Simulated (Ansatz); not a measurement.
A run of Ansatz 0.2.0:

Contents of input.yaml:

```yaml
crystal:
  lattice:
    - [0.0, 2.77, 2.77]
    - [2.77, 0.0, 2.77]
    - [2.77, 2.77, 0.0]
  atoms:
    - { symbol: Te, position: [0.75, 0.75, 0.75] }
    - { symbol: Be, position: [0.0, 0.0, 0.0] }
kpoints:
  mp_grid: { grid: [8, 8, 8] }
scf:
  occupations: { method: fermi_dirac, width: 0.05 }
hamiltonian:
  xc: pbe
  pseudopotentials: { kind: all_electron, lapw: { basis_error: 0.001 } }
output:
  forces: true
  stress: true
relax:
  f_tol: 0.02
  max_steps: 60
  cell: {}
```

Potentials or basis: all-electron LAPW, scalar-relativistic.

Command:

```bash
$ ansatz run input.yaml --threads 1 --pin off --max-ram 3072MiB --backend cpu --events-out ev --progress --plain --runs-dir out
```

Hardware: 1 thread of Arm Neoverse V1, with other jobs on the host.

Question: How long does it take, and how much memory?

Answer: It took 23 s on 1 thread of Arm Neoverse V1, on a shared host, peak memory 0.26 GiB. Counts: scf iterations 21, plane waves 339, k points 29, bands 18, ion steps 5.
